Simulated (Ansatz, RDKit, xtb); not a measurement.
# C6H6O: ranking a sample of isomers

A sample of isomers of C6H6O is drawn. Aim: find which of them has the lowest free energy at 298.15 K, then its properties. The sample is small against all isomers, and the most stable one of this formula need not be in it.

Plan: many cheap relaxations first (GFN2-xTB), then density-functional screening, relaxation at PBE-D3(BJ)/def2-SVP, vibrations (at GFN2-xTB) and a final energy. The numbers are computed, not measured.

**1. Possible bonding patterns**

Isomers were taken from a list of plausible structures; this is a sample, not all of them. That gives 14 candidates, of which 1 could not be built in three dimensions.

```csv
label,SMILES,spin
c027,C=C1C=C(C)C1=O,singlet
c049,Oc1ccccc1,singlet
c073,C#C[C@@H]1C=C1CO,singlet
c093,C=CC1=C[C@@H]1C=O,singlet
c147,O=C[C@@H]1CC12C=C2,singlet
c196,C=C=CC(=C)C=O,singlet
c232,C=C=C(C=C)C=O,singlet
c277,CC#CC1=CCO1,singlet
c527,O=CC#CC1CC1,singlet
c661,C[C@@H]1C=CC1=C=O,singlet
c662,C#CC1=CCCO1,singlet
c874,CC#C/C=C/C=O,singlet
c913,C=Cc1ccco1,singlet
```

Candidates are built by distance geometry, with a force field where one applies, in up to four conformers (letters a to d).

**Question.** With final energies at CCSD(T)/def2-SVP + MP2/def2-TZVPP - MP2/def2-SVP, which structure will this search put lowest in free energy, and by what margin?

| quantity | value |
| --- | --- |
| lowest structure found | Oc1ccccc1, singlet |
| next finalist | C=Cc1ccco1, singlet, 25.7 kcal/mol higher in G |
| share at equilibrium, among the finalists | 100.0 % |

The lowest structure found is `Oc1ccccc1`. Among the finalists first place is clear (25.7 kcal/mol); structures outside the list aren't covered. GFN2-xTB, HF/STO-3G, r2SCAN-D4/def2-SVP, PBE-D3(BJ)/def2-SVP, HF/def2-SVP and MP2/def2-SVP already put its bonding pattern lowest among the structures in one piece. Measured heats of formation are -96.4 kJ/mol (298.15 K; CRC Handbook of Chemistry and Physics) for c049a and 27.8 kJ/mol (298.15 K; CRC Handbook of Chemistry and Physics) for c913a: a difference of +124.2 kJ/mol, against +110.9 calculated. The search is not exhaustive (a finite list of starts, one conformer a finalist), so a lower isomer can't be ruled out. Only 13 drawn patterns were tried, so whole families of isomers are missing, and the result ranks this sample alone. The lowest isomer need not be the one that is made and kept in a bottle, which depends on barriers.
